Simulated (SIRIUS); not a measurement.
MnO in SIRIUS: convergence with density cutoff

Input of the first run (density cutoff 2666.7 eV); the others differ in this setting and in those tied to it:

Contents of sirius.json:

```json
{
  "control": {
    "processing_unit": "cpu",
    "verbosity": 2,
    "num_bands_to_print": 18,
    "print_forces": true,
    "print_stress": true
  },
  "parameters": {
    "electronic_structure_method": "pseudopotential",
    "xc_functionals": ["XC_GGA_X_PBE", "XC_GGA_C_PBE"],
    "gk_cutoff": 6.4,
    "pw_cutoff": 14.0,
    "ngridk": [10, 10, 10],
    "shiftk": [0, 0, 0],
    "smearing": "cold",
    "smearing_width": 0.0018374661,
    "num_bands": 18,
    "num_mag_dims": 1,
    "num_dft_iter": 100,
    "energy_tol": 1e-08,
    "density_tol": 1e-06
  },
  "iterative_solver": {
    "type": "davidson",
    "min_tolerance": 1e-10
  },
  "mixer": {
    "type": "anderson",
    "beta": 0.5,
    "max_history": 8
  },
  "settings": {
    "tol_ne": 1e-10,
    "smooth_initial_mag": true
  },
  "unit_cell": {
    "lattice_vectors": [
      [0.0, 0.707106781187, 0.707106781187],
      [0.707106781187, 0.0, 0.707106781187],
      [0.707106781187, 0.707106781187, 0.0]
    ],
    "lattice_vectors_scale": 5.9433406616,
    "atom_coordinate_units": "lattice",
    "atom_types": ["Mn", "O"],
    "atom_files": {
      "O": "O.json",
      "Mn": "Mn.json"
    },
    "atoms": {
      "Mn": [
        [0.0, 0.0, 0.0, 0.0, 0.0, 4.0]
      ],
      "O": [
        [0.5, 0.5, 0.5, 0.0, 0.0, 0.0]
      ]
    }
  }
}
```

Potentials or basis: GBRV 1.5 PBE (ultrasoft).

Launch:

```bash
$ upf_to_json o_pbe_v1.2.uspp.F.UPF
$ upf_to_json mn_pbe_v1.5.uspp.F.UPF
$ OMP_NUM_THREADS=1 sirius.scf --input=sirius.json --output=out.json --task=0
```

The cell is a database's computed one.

Hardware: 1 thread of Arm Neoverse V1 (shared host).

```tsv
density cutoff	energy less the tightest run (meV/atom)	pressure (GPa)	SCF cycles	CPU time (s)	peak memory (GiB)
2666.7 eV	0.57	0.42	22	48	0.21
3483.1 eV	0.71	0.30	20	47	0.23
4408.2 eV	0.08	0.50	20	49	0.26
5442.3 eV	0.52	0.28	21	51	0.28
7197.4 eV	0.96	0.32	21	55	0.36
9197.4 eV	-1.57	0.57	20	58	0.44
12245.1 eV	0.00	0.33	20	67	0.53
```

Not settled before the last step: the energy (to 1 meV/atom), the pressure (to 0.1 GPa). The tightest run that finished is the yardstick and may itself not be fully converged.

Caveat, for the tightest run too: a cell with one magnetic atom can't hold antiferromagnetic order, which such compounds often take.
